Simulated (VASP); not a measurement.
# SiNi (Pmmn) in VASP: further runs

One crystal, SiNi, is run at these levels: r2SCAN; tasks: relaxation of cell and atoms.

All numbers are computed with VASP 6.6.1; they aren't measurements. Logs are shortened: lines on timing, memory, paths and dates and some standing lists are left out, and cuts for length are marked.

### 1 Starting point

It takes space group Pmmn (No. 59, orthorhombic). Conventional cell: a = 2.943 Å, b = 3.280 Å, c = 4.677 Å, α = 90.00°, β = 90.00°, γ = 90.00°. Around Si (site symmetry mm2) lie 6 Ni at 2.34 to 2.37 Å and 4 Si at 2.65 Å. Ni (site symmetry mm2) is surrounded by 6 Si at 2.34 to 2.37 Å and 4 Ni at 2.65 Å.

The cell is a database's computed one.

### 2 Relaxation of cell and atoms, r2SCAN, target pressure 17.7 GPa, at which the enthalpy is minimised

Input file INCAR:

```
SYSTEM = SiNi
PREC = Accurate
ENCUT = 600
EDIFF = 1E-6
ISMEAR = 1
SIGMA = 0.1
LREAL = .FALSE.
LASPH = .TRUE.
NELM = 80
ALGO = Normal
ISIF = 3
LWAVE = .FALSE.
LCHARG = .FALSE.
METAGGA = R2SCAN
LMIXTAU = .TRUE.
IBRION = 2
NSW = 90
EDIFFG = -0.01
PSTRESS = 177.0
KPAR = 2
```

Input file KPOINTS:

```
regular mesh
0
G
  12 12 8
  0 0 0
```

Input file POSCAR:

```
SiNi
1.0
    2.9427706600      0.0000000000      0.0000000000
    0.0000000000      3.2803255400      0.0000000000
    0.0000000000      0.0000000000      4.6774467600
Si Ni
2 2
Direct
    0.0000000000      0.0000000000      0.1568568400
    0.5000000000      0.5000000000      0.8431431600
    0.0000000000      0.0000000000      0.6575044100
    0.5000000000      0.5000000000      0.3424955900
```

Potentials or basis: VASP PAW PBE potentials, release 64 (Si, Ni).

Started as:

```sh
$ cat potpaw_PBE.64/Si/POTCAR potpaw_PBE.64/Ni/POTCAR > POTCAR
$ mpirun -np 2 vasp_std > vasp.out
```

OUTCAR:

```text
SYSTEM = SiNi
   PREC = Accurate
   ENCUT = 600
   EDIFF = 1E-6
   ISMEAR = 1
   LREAL = .FALSE.
   LASPH = .TRUE.
   NELM = 80
   ISIF = 3
   METAGGA = R2SCAN
   IBRION = 2
   NSW = 90
   EDIFFG = -0.01
   PSTRESS = 177.0

 ion  position               nearest neighbor table
   1  0.000  0.000  0.157-   3 2.34   3 2.34   4 2.37   4 2.37   4 2.37   4 2.37   2 2.65   2 2.65
                             2 2.65   2 2.65
   2  0.500  0.500  0.843-   4 2.34   4 2.34   3 2.37   3 2.37   3 2.37   3 2.37   1 2.65   1 2.65
                             1 2.65   1 2.65
   3  0.000  0.000  0.658-   1 2.34   1 2.34   2 2.37   2 2.37   2 2.37   2 2.37   4 2.65   4 2.65
                             4 2.65   4 2.65
   4  0.500  0.500  0.342-   2 2.34   2 2.34   1 2.37   1 2.37   1 2.37   1 2.37   3 2.65   3 2.65
                             3 2.65   3 2.65

  LATTYP: Found a simple orthorhombic cell.
 ALAT       =     2.9427706600
 B/A-ratio  =     1.1147064855
 C/A-ratio  =     1.5894703667

  Lattice vectors:

 A1 = (   2.9427706600,   0.0000000000,   0.0000000000)
 A2 = (   0.0000000000,   3.2803255400,   0.0000000000)
 A3 = (   0.0000000000,   0.0000000000,   4.6774467600)

Analysis of symmetry for initial positions (statically):
=====================================================================
 Subroutine PRICEL returns:
 Original cell was already a primitive cell.

 Routine SETGRP: Setting up the symmetry group for a
 simple orthorhombic supercell.

 Subroutine GETGRP returns: Found  8 space group operations
 (whereof  4 operations were pure point group operations)
 out of a pool of  8 trial point group operations.

The static configuration has the point symmetry C_2v.
 The point group associated with its full space group is D_2h.

Analysis of symmetry for dynamics (positions and initial velocities):
=====================================================================
 Subroutine PRICEL returns:
 Original cell was already a primitive cell.

 Routine SETGRP: Setting up the symmetry group for a
 simple orthorhombic supercell.

 Subroutine GETGRP returns: Found  8 space group operations
 (whereof  4 operations were pure point group operations)
 out of a pool of  8 trial point group operations.

The dynamic configuration has the point symmetry C_2v.
 The point group associated with its full space group is D_2h.

 Subroutine INISYM returns: Found  8 space group operations
 (whereof  4 operations are pure point group operations),
 and found     1 'primitive' translations

----------------------------------------------------------------------------------------

                                     Primitive cell

  volume of cell :      45.1525

  direct lattice vectors                    reciprocal lattice vectors
     2.942770660  0.000000000  0.000000000     0.339815812  0.000000000  0.000000000
     0.000000000  3.280325540  0.000000000     0.000000000  0.304847793  0.000000000
     0.000000000  0.000000000  4.677446760     0.000000000  0.000000000  0.213791851

  length of vectors
     2.942770660  3.280325540  4.677446760     0.339815812  0.304847793  0.213791851

  position of ions in fractional coordinates (direct lattice)
     0.000000000  0.000000000  0.156856840
     0.500000000  0.500000000  0.843143160
     0.000000000  0.000000000  0.657504410
     0.500000000  0.500000000  0.342495590

  ion indices of the primitive-cell ions
   primitive index   ion index
                 1           1
                 2           2
                 3           3
                 4           4

----------------------------------------------------------------------------------------

 KPOINTS: regular mesh

Automatic generation of k-mesh.
 Grid dimensions read from file:
 generate k-points for:   12   12    8

 Generating k-lattice:

  Cartesian coordinates                     Fractional coordinates (reciprocal lattice)
     0.028317984  0.000000000  0.000000000     0.083333333  0.000000000  0.000000000
     0.000000000  0.025403983  0.000000000     0.000000000  0.083333333  0.000000000
     0.000000000  0.000000000  0.026723981     0.000000000  0.000000000  0.125000000

  Length of vectors
     0.028317984  0.025403983  0.026723981

  Shift w.r.t. Gamma in fractional coordinates (k-lattice)
     0.000000000  0.000000000  0.000000000

 Subroutine IBZKPT returns following result:
 ===========================================

 Found    245 irreducible k-points:

 Following reciprocal coordinates:
            Coordinates               Weight
  0.000000  0.000000  0.000000      1.000000
  0.083333  0.000000  0.000000      2.000000
  0.166667  0.000000  0.000000      2.000000
  0.250000  0.000000  0.000000      2.000000
  0.333333  0.000000  0.000000      2.000000
  0.416667  0.000000  0.000000      2.000000
[... 16 lines left out ...]
  0.083333  0.250000  0.000000      4.000000
  0.166667  0.250000  0.000000      4.000000
 [... further k-points ...]
   k-points           NKPTS =    245   k-points in BZ     NKDIM =    245   number of bands    NBANDS=     18
   number of dos      NEDOS =    301   number of ions     NIONS =      4
   total plane-waves  NPLWV =  26880
   dimension x,y,z NGX =    24 NGY =   28 NGZ =   40
   dimension x,y,z NGXF=    48 NGYF=   56 NGZF=   80
   ions per type =               2   2
   NGX,Y,Z   is equivalent  to a cutoff of  13.56, 14.19, 14.22 a.u.
   NGXF,Y,Z  is equivalent  to a cutoff of  27.12, 28.38, 28.43 a.u.
 SYSTEM =  SiNi
   PREC   = accura    normal or accurate (medium, high low for compatibility)
   ISTART =      0    job   : 0-new  1-cont  2-samecut
   ICHARG =      2    charge: 1-file 2-atom 10-const
   ISPIN  =      1    spin polarized calculation?
   LNONCOLLINEAR =      F non collinear calculations
   LSORBIT =      F    spin-orbit coupling
   LASPH  =      T    aspherical Exc in radial PAW
   ENCUT  =  600.0 eV  44.10 Ry    6.64 a.u.   5.88  6.55  9.34*2*pi/ulx,y,z
   NELM   =     80;   NELMIN=  2; NELMDL= -5     # of ELM steps
   EDIFF  = 0.1E-05   stopping-criterion for ELM
   LREAL  =      F    real-space projection
   EDIFFG = -.1E-01   stopping-criterion for IOM
   NSW    =     90    number of steps for IOM
   IBRION =      2    ionic relax: 0-MD 1-quasi-New 2-CG
   NFREE  =      1    steps in history (QN), initial steepest desc. (CG)
   ISIF   =      3    stress and relaxation
   ISYM   =      2    0-nonsym 1-usesym 2-fastsym
   POTIM  = 0.5000    time-step for ionic-motion
   TEBEG  =    0.0;   TEEND  =   0.0 temperature during run
   PSTRESS=  177.0 pullay stress
   NELECT =      28.0000    total number of electrons
   NUPDOWN=      -1.0000    fix difference up-down
   EMIN   =  10.00;   EMAX   =-10.00  energy-range for DOS
   EFERMI =   0.00;   METHOD = LEGACY
   ISMEAR =     1;   SIGMA  =   0.10  broadening in eV -4-tet -1-fermi 0-gaus
   EFERMI_NEDOS =   21; number of points for ismear=-14 and -15
   IALGO  =     38    algorithm
   IMIX   =      4    mixing-type and parameters
     AMIX     =   0.40;   BMIX     =  1.00
     AMIX_MAG =   1.60;   BMIX_MAG =  1.00
  volume/ion in A,a.u.               =      11.29        76.18
  Fermi-wavevector in a.u.,A,eV,Ry     =   1.396047  2.638147 26.517045  1.948948
  Thomas-Fermi vector in A             =   2.519440
   LORBIT       =      0    0 simple, 1 ext, 2 COOP (PROOUT), +10 PAW based schemes
   METAGGA = R2SCAN    functional components
   LHFCALC =     F    Hartree Fock is set to
   AEXX    =    0.0000 exact exchange contribution
   IVDW    =     0    specifies the selected vdW correction
   LEPSILON=     F    determine dielectric tensor
   LRPA    =     F    only Hartree local field effects (RPA)
 conjugate gradient relaxation of ions
 non-spin polarized calculation
 Methfessel and Paxton  Order N= 1 SIGMA  =   0.10
  energy-cutoff  :      600.00
  volume of cell :       45.15
 maximum number of plane-waves:      1536
 NGX is ok and might be reduce to    24
   NGX = 11   NGY = 13   NGZ = 19

--------------------------------------- Ionic step        1  -------------------------------------------

 number of electron      27.9999999 magnetization

 Free energy of the ion-electron system (eV)
  ---------------------------------------------------
  ext. energy  EPLUGINS =         0.00000000
  ---------------------------------------------------
  free energy    TOTEN  =       -43.10740329 eV

  energy without entropy =      -43.10804114  energy(sigma->0) =      -43.10761591

------------------------ aborting loop because EDIFF is reached ----------------------------------------

  FORCE on cell =-STRESS in cart. coord.  units (eV):
  Direction    XX          YY          ZZ          XY          YZ          ZX
  --------------------------------------------------------------------------------------
  -------------------------------------------------------------------------------------
  Total        0.1464372      0.0996824     -0.0400311      0.0000000      0.0000000      0.0000000
  in kB        5.1961258      3.5370946     -1.4204505      0.0000000      0.0000000      0.0000000
  external PRESSURE =    -174.5624100 kB  Pullay stress =     177.0000000 kB
[... 103 lines left out ...]
  energy  without entropy=      -42.9525530797  energy(sigma->0) =      -42.95225896

  enthalpy is  TOTEN    =       -38.3027265229 eV   P V=        4.6493853841

[... ionic steps 4 to 17 ...]

--------------------------------------- Ionic step       18  -------------------------------------------

 number of electron      27.9999986 magnetization

------------------------ aborting loop because EDIFF is reached ----------------------------------------
[... 75 lines left out ...]
--------------------------------------- Ionic step       20  -------------------------------------------

 number of electron      27.9999985 magnetization

 Free energy of the ion-electron system (eV)
  ---------------------------------------------------
  ext. energy  EPLUGINS =         0.00000000
  ---------------------------------------------------
  free energy    TOTEN  =       -42.92901870 eV

  energy without entropy =      -42.92880201  energy(sigma->0) =      -42.92894647

 E-fermi :  12.9341     XC(G=0): -14.0451

 val. band max:       12.9189413158   @ k =   0.1667   0.0833   0.0000
 cond. band min:      12.9420803712   @ k =   0.2500   0.2500   0.0000
 fundamental gap:      0.0231390554
 Fermi energy:        12.9340991851

 k-point     1 :       0.0000    0.0000    0.0000
  band No.  band energies     occupation
      1      -2.7973      2.00000
      2       3.6670      2.00000
      3       5.3120      2.00000
      4       7.8938      2.00000
      5       8.4199      2.00000
      6       9.5759      2.00000
[... 481 lines left out ...]
      5       8.5158      2.00000
      6       8.5702      2.00000
[... 10 lines left out ...]
     17      16.4025      0.00000
     18      18.8046      0.00000

 [... further k-points ...]
[... 5 lines left out ...]
  --------------------------------------------------------------------------------------
  -------------------------------------------------------------------------------------
  Total        4.6003504      4.6083410      4.6020414      0.0000000      0.0000000      0.0000000
  in kB      176.6102943    176.9170591    176.6752138      0.0000000      0.0000000      0.0000000
  external PRESSURE =      -0.2658109 kB  Pullay stress =     177.0000000 kB
[... 23 lines left out ...]
  energy  without entropy=      -42.9288020128  energy(sigma->0) =      -42.92894647

  enthalpy is  TOTEN    =       -38.3185172121 eV   P V=        4.6105014833

 reached required accuracy - stopping structural energy minimisation
```

It took 27 min on 2 MPI ranks of Intel Xeon 6975P-C (Granite Rapids), shared host; peak memory 0.37 GiB.

What came out:

| Quantity | Value |
| --- | --- |
| Free energy | -42.9290 eV |
| Relaxed volume | 10.43 Å³/atom |
| Relaxed cell | a = 2.802 Å, b = 3.239 Å, c = 4.599 Å, α = 90.00°, β = 90.00°, γ = 90.00° |
| Space group after relaxing (to 0.05 Å) | Pmmn (No. 59) |
| Energy change on relaxing (the enthalpy is what falls) | +44.6 meV/atom |
| Ionic steps | 20 |
| Pressure after relaxing | 17.7 GPa |
| Largest force after relaxing | 0.006 eV/Å |
| Band gap on the k mesh | none (metal or under the smearing width) |

Forces on the atoms (eV/Å):
```
Si   0.000  0.000  0.006
Si   0.000  0.000 -0.006
Ni   0.000  0.000 -0.004
Ni   0.000  0.000  0.004
```

The path:
```tsv
step	energy change (eV)	largest force (eV/Å)	pressure (GPa)	volume (Å³)
1	0.0000	0.0423	0.24	45.15
2	1.1453	0.7537	57.13	37.58
3	0.1553	0.2821	17.05	42.09
4	0.1643	0.2893	17.60	42.00
5	0.1733	0.0803	17.72	41.81
6	0.1767	0.0628	17.78	41.77
7	0.1741	0.0137	17.61	41.79
8	0.1730	0.0629	17.49	41.79
9	0.1815	0.0261	18.09	41.71
10	0.1830	0.0199	18.11	41.70
11	0.1771	0.0265	17.64	41.75
12	0.1738	0.0334	17.42	41.78
13	0.1727	0.0360	17.39	41.79
14	0.1754	0.0221	17.54	41.76
15	0.1778	0.0275	17.63	41.74
16	0.1830	0.0399	17.82	41.69
17	0.1800	0.0324	17.70	41.72
18	0.1808	0.0128	17.81	41.71
19	0.1812	0.0158	17.78	41.71
20	0.1784	0.0064	17.67	41.73
```

Final structure:
```yaml
crystal:
  lattice:
    - [2.80161, 0.00000, 0.00000]
    - [0.00000, 3.23929, 0.00000]
    - [0.00000, 0.00000, 4.59862]
  atoms:
    - { symbol: Si, position: [0.00000, 0.00000, 0.15489] }
    - { symbol: Si, position: [0.50000, 0.50000, 0.84511] }
    - { symbol: Ni, position: [0.00000, 0.00000, 0.65430] }
    - { symbol: Ni, position: [0.50000, 0.50000, 0.34570] }
```

Levels at points of the mesh, in eV from the Fermi level:
```csv
k point,band 11,band 12,band 13,band 14,band 15,band 16,band 17,band 18
"(0.00, 0.00, 0.00)",-2.59,-2.23,-2.18,-1.84,2.22,2.75,5.65,6.86
"(0.50, 0.00, 0.00)",-2.99,-2.99,-1.70,-1.70,2.22,2.22,3.67,3.67
"(0.00, 0.50, 0.00)",-2.64,-2.64,-2.44,-2.44,1.28,1.28,6.21,6.21
"(0.50, 0.50, 0.00)",-2.51,-2.51,-1.69,-1.69,2.03,2.03,2.21,2.21
"(0.00, 0.00, 0.50)",-2.98,-2.23,1.01,1.37,1.90,2.48,3.87,3.90
"(0.50, 0.00, 0.50)",-2.56,-2.56,-1.46,-1.46,3.76,3.76,5.85,5.85
"(0.00, 0.50, 0.50)",-2.47,-2.47,-2.23,-2.23,5.44,5.44,6.67,6.67
"(0.50, 0.50, 0.50)",-2.54,-2.54,-1.57,-1.57,-0.52,-0.52,1.54,1.54
```

Caveat: the cell is relaxed towards a set pressure, so the enthalpy falls and the energy may rise; the PAW data sets were made with another functional, which shifts forces and pressure a little. Spin polarisation is off, so any magnetic state and its effect on volume and gap are missing.

### 3 Relaxation of cell and atoms, r2SCAN, target pressure 17.7 GPa, at which the enthalpy is minimised

This run uses another cell than the first one, of 10.43 Å³/atom, 0.924 times its volume.

INCAR: that of step 2 with these lines changed.

```diff
@@ -3,3 +3,3 @@
 ENCUT = 600
-EDIFF = 1E-6
+EDIFF = 1E-7
 ISMEAR = 1
@@ -17,3 +17,3 @@
 NSW = 90
-EDIFFG = -0.01
+EDIFFG = -0.005
 PSTRESS = 177.0
```

KPOINTS is that of step 2.

Input file POSCAR:

```
SiNi                                    
1.0
    2.8016142125      0.0000000000      0.0000000000
    0.0000000000      3.2392869215      0.0000000000
    0.0000000000      0.0000000000      4.5986222114
  Si              Ni            
     2     2
Direct
     0.0000000000000000    0.0000000000000000    0.1548853311081681
     0.5000000000000000    0.5000000000000000    0.8451146688918322
     0.0000000000000000    0.0000000000000000    0.6542970843474853
     0.5000000000000000    0.5000000000000000    0.3457029156525147
```

Potentials or basis: VASP PAW PBE potentials, release 64 (Si, Ni).

Started as:

```sh
$ cat potpaw_PBE.64/Si/POTCAR potpaw_PBE.64/Ni/POTCAR > POTCAR
$ mpirun -np 2 vasp_std > vasp.out
```

Run time: 6 min. Hardware: 2 MPI ranks of Intel Xeon 6975P-C (Granite Rapids), shared host; peak memory 0.34 GiB.

It converged, with:

```yaml
Free_energy: -42.9243 eV
Relaxed_volume: 10.43 Å³/atom
Relaxed_cell: a = 2.801 Å, b = 3.239 Å, c = 4.598 Å, α = 90.00°, β = 90.00°, γ = 90.00°
Space_group_after_relaxing_to_0.05_Å: Pmmn (No. 59)
Energy_change_on_relaxing_the_enthalpy_is_what_falls: +0.7 meV/atom
Ionic_steps: 3
Pressure_after_relaxing: 17.7 GPa
Band_gap_on_the_k_mesh: none (metal or under the smearing width)
```

Forces in eV/Å, atoms in the order of the input:
```
Si   0.000  0.000  0.002
Si   0.000  0.000 -0.002
Ni   0.000  0.000 -0.002
Ni   0.000  0.000  0.002
```

Step by step:
| step | energy change (eV) | largest force (eV/Å) | pressure (GPa) | volume (Å³) |
| --- | --- | --- | --- | --- |
| 1 | 0.0000 | 0.0062 | 17.54 | 41.73 |
| 2 | 0.0070 | 0.0040 | 17.98 | 41.67 |
| 3 | 0.0027 | 0.0024 | 17.71 | 41.71 |

Final structure:
```
Si Ni
1.0
     2.80102    0.00000    0.00000
     0.00000    3.23874    0.00000
     0.00000    0.00000    4.59771
Si Ni
2 2
Direct
  0.00000 0.00000 0.15491
  0.50000 0.50000 0.84509
  0.00000 0.00000 0.65429
  0.50000 0.50000 0.34571
```

Levels at points of the mesh, in eV from the Fermi level:
```
           k point  band 10  band 11  band 12  band 13  band 14  band 15  band 16  band 17  band 18
(0.00, 0.00, 0.00)    -3.17    -2.59    -2.23    -2.18    -1.84     2.22     2.75     5.65     6.86
(0.50, 0.00, 0.00)    -3.01    -2.99    -2.99    -1.70    -1.70     2.22     2.22     3.67     3.67
(0.00, 0.50, 0.00)    -3.24    -2.64    -2.64    -2.44    -2.44     1.28     1.28     6.21     6.21
(0.50, 0.50, 0.00)    -3.82    -2.51    -2.51    -1.69    -1.69     2.03     2.03     2.21     2.21
(0.00, 0.00, 0.50)    -3.11    -2.99    -2.23     1.01     1.36     1.90     2.48     3.87     3.91
(0.50, 0.00, 0.50)    -2.83    -2.56    -2.56    -1.46    -1.46     3.76     3.76     5.86     5.86
(0.00, 0.50, 0.50)    -2.98    -2.47    -2.47    -2.23    -2.23     5.44     5.44     6.67     6.67
(0.50, 0.50, 0.50)    -3.34    -2.54    -2.54    -1.57    -1.57    -0.52    -0.52     1.54     1.54
```

Caveat: the cell is relaxed towards a set pressure, so the enthalpy falls and the energy may rise; the PAW data sets were made with another functional, which shifts forces and pressure a little. Spin polarisation is off, so any magnetic state and its effect on volume and gap are missing.
